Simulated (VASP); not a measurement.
# ZnS (F-43m): a series in biaxial strain in the (111) plane, part 2 of 2

How do the elastic response and the band edges of ZnS follow biaxial strain in the (111) plane?

VASP 6.6.1, plane waves and PAW; the level of theory is named at each step.

So far: Set-up; Relax the crystal, LDA; Strain along the normal, LDA; Band edges, TB-mBJ with spin-orbit coupling; Band edges, r2SCAN with spin-orbit coupling.

### 5. Band edges, r2SCAN with spin-orbit coupling (continued)

Level of this step: r2SCAN, spin-orbit coupling; plane waves and PAW (Zn, S); cell typed or built by script (VASP).

OUTCAR, selected parts (step 5):

```text
  Total        1.3632865      1.3632865      1.3632865     -0.2072461     -0.2072461     -0.2072461
  in kB       59.8638216     59.8638216     59.8638216     -9.1004643     -9.1004643     -9.1004643
  external PRESSURE =      59.8638216 kB  Pullay stress =       0.0000000 kB

 POSITION                                       TOTAL-FORCE (eV/Angst)
 -----------------------------------------------------------------------------------
      0.00871      0.00871      0.00871         0.008447      0.008447      0.008447
      1.32975      1.32975      1.32975        -0.008447     -0.008447     -0.008447
 -----------------------------------------------------------------------------------
    total drift:                               -0.002204     -0.002204     -0.002204

  FREE ENERGIE OF THE ION-ELECTRON SYSTEM (eV)
  ---------------------------------------------------
  free  energy   TOTEN  =      -173.2738526951 eV

  energy  without entropy=     -173.2738526951  energy(sigma->0) =     -173.27385270

[... 2 parts as in an earlier step ...]

[... 1 further part left out ...]
[key lines of the parts left out:]
E-fermi :   2.8762
```

Numbers from this step:

* energy(sigma→0) of the program: -173.2739 eV
* stress, compression positive: 4.17 along [111], 6.90 across it (mean), GPa

The run ends at a pressure of 5.99 GPa, with forces up to 0.015 eV/Å.

### 6. The table

Runs beyond LDA use the data sets made with LDA; this shifts their levels slightly, and their total energies have another zero (at TB-mBJ, which has no energy functional, they mean nothing).

The other members went through these steps as far as the tables show, with the same cutoff and, step by step, the same mesh; 46 runs are not shown. The session took 10 core hours (wall time by ranks) on a shared machine.

```csv
in-plane strain (%),strain along the normal (%),"in-plane stress, tension positive (GPa)",energy above the unstrained row (meV/atom),"gap on the mesh, LDA (eV)"
-2.000,1.357,-3.603,8.578,2.172
-1.500,1.004,-2.668,4.856,2.175
-1.000,0.663,-1.751,2.190,2.171
-0.500,0.327,-0.848,0.585,2.163
0,-0.015,0.023,0.000,2.150
0.500,-0.359,0.868,0.428,2.087
1.000,-0.689,1.702,1.831,2.024
1.500,-0.999,2.519,4.194,1.962
2.000,-1.315,3.302,7.502,1.899
```

Slopes at zero strain, from cubics through all rows: strain ratio -0.677, stress over strain 173 GPa.

Band edges at TB-mBJ with spin-orbit coupling, counted from the valence-band top at Γ, spin-orbit pairs averaged, with one row partly withheld:

| in-plane strain (%) | gap (eV) | conduction band at Γ (eV) | Δ or X valley along z (eV) | Δ or X valley along x (eV) | lowest conduction level at L, [111] (eV) | lowest conduction level at L, [-111] (eV) | second valence level below the top (eV) | third valence level below the top (eV) |
| --- | --- | --- | --- | --- | --- | --- | --- | --- |
| -2.000 | 3.893 | 3.893 | 4.187 | 4.187 | 5.002 | 4.643 | 0.027 | 0.224 |
| -1.500 | 3.901 | 3.901 | 4.244 | 4.244 | 4.943 | 4.679 | 0.026 | 0.167 |
| -1.000 | 3.903 | 3.903 | 4.296 | 4.296 | ? | 4.713 | 0.024 | 0.115 |
| -0.500 | 3.900 | 3.900 | 4.342 | 4.342 | 4.830 | 4.745 | 0.019 | 0.069 |
| 0 | 3.892 | 3.893 | 4.380 | 4.380 | 4.774 | 4.775 | 0.001 | 0.040 |
| 0.500 | 3.843 | 3.843 | 4.375 | 4.375 | 4.680 | 4.765 | 0.039 | 0.071 |
| 1.000 | 3.787 | 3.787 | 4.360 | 4.360 | 4.585 | 4.751 | 0.079 | 0.109 |
| 1.500 | 3.729 | 3.729 | 4.343 | 4.343 | 4.495 | 4.736 | 0.117 | 0.145 |
| 2.000 | 3.672 | 3.672 | 4.323 | 4.323 | 4.408 | 4.721 | 0.153 | 0.181 |

Conduction masses, in electron masses:

| in-plane strain (%) | conduction mass at Γ, along the strain axis or the normal of the plane | conduction mass at Γ, across the strain axis or in the plane |
| --- | --- | --- |
| -2.000 | 0.233 | 0.289 |
| -1.500 | 0.249 | 0.289 |
| -1.000 | 0.251 | 0.275 |
| -0.500 | 0.258 | 0.269 |
| 0 | 0.261 | 0.261 |
| 0.500 | 0.278 | 0.264 |
| 1.000 | 0.278 | 0.260 |
| 1.500 | 0.293 | 0.257 |
| 2.000 | 0.294 | 0.254 |

Band edges at r2SCAN with spin-orbit coupling, counted from the valence-band top at Γ, spin-orbit pairs averaged:

```csv
in-plane strain (%),gap (eV),conduction band at Γ (eV),Δ or X valley along z (eV),Δ or X valley along x (eV),"lowest conduction level at L, [111] (eV)","lowest conduction level at L, [-111] (eV)",second valence level below the top (eV),third valence level below the top (eV)
-2.000,2.953,2.953,3.381,3.381,4.192,3.778,0.036,0.245
-1.500,2.958,2.958,3.440,3.440,4.118,3.814,0.034,0.184
-1.000,2.955,2.955,3.491,3.491,4.047,3.848,0.031,0.129
-0.500,2.946,2.946,3.535,3.535,3.977,3.879,0.023,0.083
0,2.933,2.933,3.571,3.571,3.907,3.908,0.000,0.055
0.500,2.876,2.876,3.560,3.560,3.798,3.897,0.040,0.085
1.000,2.813,2.813,3.540,3.540,3.689,3.880,0.082,0.123
1.500,2.749,2.749,3.517,3.517,3.587,3.864,0.120,0.160
2.000,2.683,2.683,3.489,3.489,3.486,3.847,0.157,0.196
```

Conduction masses, in electron masses:

| in-plane strain (%) | conduction mass at Γ, along the strain axis or the normal of the plane | conduction mass at Γ, across the strain axis or in the plane |
| --- | --- | --- |
| -2.000 | 0.177 | 0.223 |
| -1.500 | 0.183 | 0.216 |
| -1.000 | 0.190 | 0.210 |
| -0.500 | 0.197 | 0.206 |
| 0 | 0.200 | 0.200 |
| 0.500 | 0.206 | 0.197 |
| 1.000 | 0.211 | 0.194 |
| 1.500 | 0.215 | 0.189 |
| 2.000 | 0.220 | 0.187 |

### 7. Working out the slope

The quantity to fit is the splitting of the lowest conduction levels at the L points ([111] less [-111]) at TB-mBJ with spin-orbit coupling: 0.359, 0.264, 0.085, -0.001, -0.086, -0.166, -0.240, -0.313 eV in the rows shown.

Fitting a parabola to the 8 known rows (d: strain along the axis less the strain across it, in %) gives E = 0.001872 d² + 0.1008 d − 5.40e-5 in eV; the residuals are 4.2e-4 eV r.m.s.

At d = 1.663 this predicts 0.1728 eV.

### 8. The withheld row

The calculation gives 0.1729 eV, so the prediction is 0.0001 eV too low.

The splitting is Ξu times 8/9 of d, with d as a fraction, so the linear term gives Ξu = 11.3 eV.

### 9. What came out

```
ratio of normal to in-plane strain                                  : -0.677
biaxial modulus                                                     : 173 GPa
gap of the unstrained cell, TB-mBJ with spin-orbit coupling         : 3.89 eV
gap of the unstrained cell, r2SCAN with spin-orbit coupling         : 2.93 eV
shear deformation potential Ξu of the lowest conduction levels at L : 11.3 eV
error of the predicted row                                          : -0.1 meV
```

As a check, the curvature of the energy gives 173 GPa for the same modulus (energy per volume = M × strain²), 0 % from the slope of the stress. At TB-mBJ with spin-orbit coupling the lowest conduction valley is Γ throughout, and the gap runs between 3.67 and 3.90 eV. At r2SCAN with spin-orbit coupling the lowest conduction valley is Γ throughout, and the gap runs between 2.68 and 2.96 eV. Hole masses are left out throughout, since the top bands are degenerate or cross in many series; of conduction masses, those of the Γ, L and (for Si and Ge under (001) strain) Δ valleys are kept where they change by under an eighth between rows. A measured gap of unstrained ZnS is 3.85 eV (arxiv:0911.5022, direct gap E0 at Gamma, 19 K); the static gaps here belong to the lattice relaxed at LDA. TB-mBJ is a potential fitted for gaps; it has no energy functional, so its total energies and forces mean nothing, and its bands tend to come out too narrow. r2SCAN opens gaps somewhat over GGA but leaves them below measured values as a rule. Δ or X levels are the lowest on their line, refined by a parabola unless they lie at X; the gap is read from all points sampled and can differ from the lowest valley by some meV, or by tens of meV where strain moves the valence top off Γ. Temperature, zero-point motion and excitons are left out.

[Lines on the potential files, build, host, timing and source positions are cut from VASP's logs without a mark.]

[Logs are printed without paths, hosts, clocks, repeated set-up lines and the standing remarks that a program may print on its own settings, such as how far it seeks lower states.]

[Hosts, paths, dates, database ids (printed as entryN), source tags and the programs' standing remarks are cut or masked in the printed files.]

[In band tables of VASP the shares of atoms and orbitals are scaled to a sum of 1 inside the atoms' spheres.]
